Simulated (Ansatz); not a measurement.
# Eigenvalues along a path: Cd (sc type)

```xyz
1
Lattice="2.4550 0.0000 0.0000 0.0000 2.4550 0.0000 0.0000 0.0000 2.4550" Properties=species:S:1:pos:R:3 pbc="T T T"
Cd    0.0000    0.0000    0.0000
```

The cell comes from a relaxation on PAW files under the same functional, begun from a prototype that needn't be the stable phase.

All numbers are PBE results (scalar-relativistic) from Ansatz 0.2.0, with a Γ-centred 14×14×14 k mesh, Fermi–Dirac smearing of 0.08 eV, no spin polarisation. Methods: PAW: frozen-core files, cutoff 420 eV.

This run: volume at 0.55 of the series' base cell.

The structure type is held throughout; the real material can change phase at far lower pressure.

Path points, in fractions of the reciprocal vectors: Γ (0.000, 0.000, 0.000), X (0.000, 0.500, 0.000), M (0.500, 0.500, 0.000), R (0.500, 0.500, 0.500). The distance column jumps between branches of the path. Levels in eV from the Fermi level; bands 5 to 12, counted from the lowest band of the run. The gap is zero, the pressure 96.3 GPa.

```
# k(1/Å) point b5 b6 b7 b8 b9 b10 b11 b12
0.000 Γ -13.08 -13.08 -12.29 -8.97 -8.97 -8.97 12.86 12.86
0.160 - -13.07 -13.00 -12.17 -9.03 -9.03 -8.97 11.83 13.03
0.320 - -13.03 -12.82 -11.78 -9.19 -9.19 -8.96 9.74 13.52
0.480 - -12.96 -12.59 -11.08 -9.42 -9.42 -8.94 7.43 14.31
0.640 - -12.89 -12.36 -10.07 -9.67 -9.67 -8.91 5.13 15.32
0.800 - -12.81 -12.14 -9.92 -9.92 -8.89 -8.82 2.92 16.16
0.960 - -12.75 -11.95 -10.13 -10.13 -8.87 -7.39 0.84 15.62
1.120 - -12.71 -11.82 -10.26 -10.26 -8.86 -5.94 -0.99 15.26
1.280 X -12.69 -11.77 -10.30 -10.30 -8.85 -5.09 -1.96 15.14
1.440 - -12.63 -11.68 -10.46 -10.30 -8.90 -4.87 -1.93 15.01
1.600 - -12.48 -11.38 -10.86 -10.27 -9.05 -4.28 -1.82 14.36
1.760 - -12.32 -11.36 -10.85 -10.23 -9.25 -3.46 -1.63 13.08
1.920 - -12.18 -11.87 -10.19 -10.13 -9.49 -2.51 -1.34 11.53
2.079 - -12.30 -12.07 -10.15 -9.72 -9.34 -1.52 -0.93 9.98
2.239 - -12.64 -11.97 -10.11 -9.91 -8.61 -0.56 -0.38 8.21
2.399 - -12.85 -11.91 -10.08 -10.03 -8.10 0.20 0.21 6.73
2.559 M -12.92 -11.89 -10.07 -10.07 -7.91 0.50 0.50 6.13
2.786 - -12.78 -11.93 -10.05 -10.03 -8.26 -0.92 1.00 6.64
3.012 - -12.38 -12.05 -9.96 -9.92 -9.11 -3.41 2.27 6.91
3.238 - -12.24 -11.79 -10.13 -9.82 -9.75 -5.84 3.99 7.29
3.464 - -12.45 -11.14 -11.11 -9.63 -9.54 -7.91 5.96 7.94
3.690 - -12.68 -11.94 -10.79 -9.40 -9.33 -9.29 8.04 8.97
3.917 - -12.88 -12.57 -11.40 -9.36 -9.19 -9.14 10.13 10.38
4.143 - -13.02 -12.95 -12.06 -9.09 -9.03 -9.02 11.97 11.98
4.369 Γ -13.08 -13.08 -12.29 -8.97 -8.97 -8.97 12.86 12.86
4.646 - -12.94 -12.94 -11.96 -9.09 -9.08 -9.08 12.12 12.13
4.923 - -12.51 -12.51 -11.12 -9.38 -9.38 -9.23 10.68 10.68
5.200 - -11.84 -11.84 -10.81 -9.85 -9.85 -8.28 9.30 9.30
5.477 - -11.23 -11.05 -11.05 -10.37 -10.37 -5.95 8.24 8.24
5.754 - -11.70 -11.22 -11.22 -9.83 -9.83 -2.87 7.52 7.52
6.031 - -12.03 -11.75 -11.75 -8.87 -8.87 0.70 7.03 7.03
6.308 - -12.21 -12.13 -12.13 -8.12 -8.12 4.40 6.70 6.70
6.586 R -12.26 -12.26 -12.26 -7.83 -7.83 6.56 6.56 6.56
6.812 - -12.25 -12.19 -12.13 -8.11 -7.93 5.45 5.75 7.08
7.038 - -12.19 -12.00 -11.75 -8.84 -8.25 3.36 3.90 8.42
7.264 - -12.06 -11.70 -11.20 -9.78 -8.76 1.40 1.85 9.78
7.490 - -11.82 -11.33 -10.72 -10.60 -9.42 -0.15 -0.10 11.53
7.717 - -11.54 -11.45 -10.95 -10.53 -9.65 -1.97 -1.08 13.51
7.943 - -12.17 -11.13 -10.97 -10.62 -9.25 -3.53 -1.63 14.51
8.169 - -12.56 -11.60 -10.51 -10.39 -8.96 -4.65 -1.89 14.95
8.395 X -12.69 -11.77 -10.30 -10.30 -8.85 -5.09 -1.96 15.14
10.205 R -12.26 -12.26 -12.26 -7.83 -7.83 6.56 6.56 6.56
10.365 - -12.29 -12.19 -12.19 -8.02 -7.83 6.20 6.20 6.54
10.525 - -12.36 -12.00 -12.00 -8.54 -7.84 5.33 5.33 6.48
10.685 - -12.47 -11.69 -11.69 -9.27 -7.85 4.24 4.24 6.40
10.845 - -12.60 -11.30 -11.30 -10.07 -7.87 3.12 3.12 6.32
11.005 - -12.73 -10.87 -10.87 -10.80 -7.89 2.10 2.10 6.24
11.165 - -12.83 -11.39 -10.47 -10.47 -7.90 1.26 1.26 6.18
11.325 - -12.90 -11.76 -10.18 -10.18 -7.91 0.70 0.70 6.14
11.485 M -12.92 -11.89 -10.07 -10.07 -7.91 0.50 0.50 6.13
```
